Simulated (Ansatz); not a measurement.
## Band table of Nb (diamond type)

```
Nb
1.0
     0.00000    2.17754    2.17754
     2.17754    0.00000    2.17754
     2.17754    2.17754    0.00000
Nb
2
Direct
  0.87500 0.87500 0.87500
  0.12500 0.12500 0.12500
```

The cell comes from a relaxation on PAW files under the same functional, begun from a prototype that needn't be the stable phase.

Level of theory: DFT with PBE, scalar-relativistic, in Ansatz 0.2.0; a Γ-centred 13×13×13 k mesh, Fermi–Dirac smearing of 0.08 eV, no spin polarisation. LAPW: all electrons, basis error target 1 meV/atom.

This run: volume at 0.4 of the series' base cell.

The structure type is held throughout; the real material can change phase at far lower pressure.

Path points, in fractions of the reciprocal vectors: Γ (0.000, 0.000, 0.000), X (0.500, 0.000, 0.500), U (0.625, 0.250, 0.625), K (0.375, 0.375, 0.750), L (0.500, 0.500, 0.500), W (0.500, 0.250, 0.750). The distance column jumps between branches of the path. Levels in eV from the Fermi level; bands 27 to 36, counted from the lowest band of the run. The gap is zero, the pressure 477.6 GPa.

```
# k(1/Å) point b27 b28 b29 b30 b31 b32 b33 b34 b35 b36
0.000 Γ -7.47 -7.35 -7.35 -1.90 -1.90 -1.90 6.28 6.28 6.28 11.72
0.180 - -7.67 -7.26 -7.25 -1.86 -1.86 -1.52 5.63 5.94 5.94 11.55
0.361 - -8.38 -6.93 -6.68 -1.79 -1.79 -0.56 4.13 5.19 5.19 10.46
0.541 - -9.15 -6.41 -5.87 -1.87 -1.87 0.70 2.49 4.59 4.59 8.61
0.721 - -9.75 -5.69 -5.22 -2.32 -2.32 1.36 2.13 4.62 4.62 6.60
0.902 - -10.06 -5.39 -4.76 -3.05 -3.05 1.49 3.68 4.59 5.38 5.38
1.082 - -9.99 -6.39 -3.80 -3.80 -3.64 2.65 2.91 5.29 6.68 6.68
1.262 - -9.54 -7.63 -4.34 -4.34 -2.32 0.84 4.97 6.74 8.33 8.33
1.443 X -8.73 -8.73 -4.53 -4.53 -0.83 -0.83 6.89 6.89 9.69 9.69
1.506 - -8.79 -8.71 -4.58 -4.43 -0.82 -0.79 6.79 6.87 9.61 9.71
1.570 - -8.95 -8.65 -4.72 -4.16 -0.79 -0.69 6.51 6.81 9.43 9.63
1.634 - -9.18 -8.56 -4.93 -3.74 -0.73 -0.53 6.07 6.69 9.15 9.39
1.698 - -9.42 -8.44 -5.19 -3.22 -0.66 -0.33 5.52 6.51 8.77 9.11
1.762 - -9.66 -8.28 -5.49 -2.64 -0.56 -0.12 4.90 6.25 8.30 8.82
1.825 - -9.87 -8.09 -5.80 -2.00 -0.44 0.10 4.22 5.92 7.77 8.54
1.889 - -10.04 -7.88 -6.12 -1.34 -0.31 0.33 3.51 5.52 7.19 8.24
1.953 U -10.14 -7.66 -6.44 -0.66 -0.15 0.55 2.79 5.06 6.61 7.93
2.836 K -10.14 -7.66 -6.44 -0.66 -0.15 0.55 2.79 5.06 6.61 7.93
3.028 - -10.06 -7.33 -6.96 0.45 0.76 1.16 1.36 3.56 4.95 6.82
3.219 - -9.32 -8.03 -6.46 -0.70 1.22 1.63 1.68 3.26 3.60 5.81
3.410 - -8.47 -8.05 -6.47 -1.28 0.15 1.81 2.14 2.75 3.16 6.45
3.601 - -8.61 -6.85 -6.72 -1.35 -1.14 1.52 2.46 2.68 3.16 8.06
3.793 - -8.45 -7.18 -6.20 -1.69 -1.50 0.71 2.51 3.49 4.23 9.66
3.984 - -8.06 -7.33 -6.66 -1.76 -1.72 -0.42 3.75 4.75 5.23 11.06
4.175 - -7.58 -7.36 -7.24 -1.86 -1.85 -1.46 5.45 5.86 5.99 11.68
4.367 Γ -7.47 -7.35 -7.35 -1.90 -1.90 -1.90 6.28 6.28 6.28 11.72
4.523 - -7.43 -7.43 -7.32 -1.96 -1.69 -1.69 5.67 6.06 6.06 11.68
4.679 - -7.61 -7.61 -6.91 -2.06 -1.17 -1.17 4.15 5.48 5.48 12.03
4.835 - -7.75 -7.75 -6.43 -1.96 -0.70 -0.70 2.30 4.87 4.87 11.95
4.991 - -7.75 -7.75 -6.17 -1.35 -0.77 -0.77 0.52 4.77 4.77 11.70
5.147 - -7.54 -7.54 -6.28 -1.56 -1.56 -1.00 -0.08 5.40 5.40 11.41
5.304 - -7.11 -7.11 -6.60 -2.70 -2.70 -2.10 1.66 6.40 6.40 11.02
5.460 - -6.91 -6.51 -6.51 -3.82 -3.82 -2.74 3.56 7.37 7.37 10.57
5.616 L -7.04 -6.09 -6.09 -4.43 -4.43 -2.95 4.64 7.82 7.82 9.78
5.743 - -7.38 -6.36 -6.16 -4.22 -3.88 -2.68 4.69 7.45 7.59 9.53
5.871 - -8.08 -6.90 -6.14 -3.80 -2.76 -1.94 4.82 6.32 7.03 9.11
5.999 - -8.77 -7.47 -5.99 -3.30 -1.50 -0.90 4.76 4.98 6.38 8.58
6.126 - -9.32 -8.00 -5.75 -2.74 -0.24 0.27 3.19 4.88 6.07 7.92
6.254 - -9.67 -8.48 -5.41 -2.21 0.89 0.91 2.50 4.28 6.42 7.25
6.381 - -9.82 -8.91 -4.94 -2.07 0.38 1.73 3.51 3.69 6.73 7.05
6.509 - -9.78 -9.29 -4.33 -2.68 0.55 1.76 3.69 4.30 6.85 7.67
6.636 W -9.59 -9.59 -3.55 -3.55 1.17 1.17 4.14 4.14 7.71 7.71
6.726 - -9.56 -9.56 -3.58 -3.58 1.04 1.04 4.28 4.28 7.76 7.76
6.816 - -9.49 -9.49 -3.66 -3.66 0.71 0.71 4.63 4.63 7.91 7.91
6.907 - -9.36 -9.36 -3.80 -3.80 0.31 0.31 5.09 5.09 8.15 8.15
6.997 - -9.21 -9.21 -3.97 -3.97 -0.07 -0.07 5.58 5.58 8.48 8.48
7.087 - -9.04 -9.04 -4.16 -4.16 -0.39 -0.39 6.05 6.05 8.85 8.85
7.177 - -8.88 -8.88 -4.35 -4.35 -0.63 -0.63 6.47 6.47 9.25 9.25
7.267 - -8.77 -8.77 -4.48 -4.48 -0.78 -0.78 6.77 6.77 9.58 9.58
7.357 X -8.73 -8.73 -4.53 -4.53 -0.83 -0.83 6.89 6.89 9.69 9.69
```
